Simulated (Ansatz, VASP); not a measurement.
This is a calculation of Yb for Ansatz 0.2.0.

Contents of input.yaml:

```yaml
crystal:
  lattice:
    - [-2.1370430817, 2.1370430817, 2.1370430817]
    - [2.1370430817, -2.1370430817, 2.1370430817]
    - [2.1370430817, 2.1370430817, -2.1370430817]
  atoms:
    - { symbol: Yb, position: [0.0, 0.0, 0.0], spin: 1.0 }
hamiltonian:
  xc: pbe
  pseudopotentials: { kind: paw }
magnetization:
  spin_polarized: true
kpoints:
  mp_grid: { grid: [9, 9, 9] }
scf:
  occupations: { method: fermi_dirac, width: 0.05 }
output:
  forces: true
  stress: true
  eigenvalues: true
```

Potentials or basis: Ansatz PAW.

Run with:

```bash
$ ansatz run input.yaml --threads 1 --pin off --max-ram 3584MiB --backend cpu --events-out ev --progress --plain --runs-dir out
```

Q: Set up the same calculation for VASP 6.6.1. Potentials there: VASP PAW PBE potentials, release 64 (Yb).

A: As run (the cutoff follows the program's own potentials):

File INCAR:

```
SYSTEM = Yb
ALGO = Normal
EDIFF = 1E-7
ENCUT = 520
GGA = PE
ISIF = 2
ISMEAR = -1
ISPIN = 2
LASPH = .True.
LCHARG = .False.
LMAXMIX = 6
LORBIT = 11
LREAL = .False.
LWAVE = .False.
MAGMOM = 1
NBANDS = 22
NELM = 100
PREC = Accurate
SIGMA = 0.05
```

File KPOINTS:

```
k-points
0
Gamma
  9 9 9
  0 0 0
```

The input POSCAR:

```
Yb
1.0
   -2.1370430817      2.1370430817      2.1370430817
    2.1370430817     -2.1370430817      2.1370430817
    2.1370430817      2.1370430817     -2.1370430817
Yb
1
Direct
    0.0000000000      0.0000000000      0.0000000000
```

Potentials or basis: VASP PAW PBE potentials, release 64 (Yb).

Command:

```bash
$ cat potpaw_PBE.64/Yb/POTCAR > POTCAR
$ mpirun -np 1 vasp_std > vasp.out
```

Both were run:

|  | VASP | Ansatz | Ansatz less VASP |
| --- | --- | --- | --- |
| gap on the k mesh at the Fermi level (eV) | none | none | - |
| pressure (GPa) | -3.1 | -1.9 | +1.16 |
| net moment per atom (μB) | 0.00 | 0.00 | -0.001 |

A gap of «none» marks a metal or a gap that the smearing closes. With one functional, cell and mesh, what is left measures potentials, basis and numerics.

Caveats: spin-orbit coupling is left out, which moves the levels of the heavy elements; the starting moments weren't kept (Ansatz). The state reached can hang on the start; a lower one may exist.
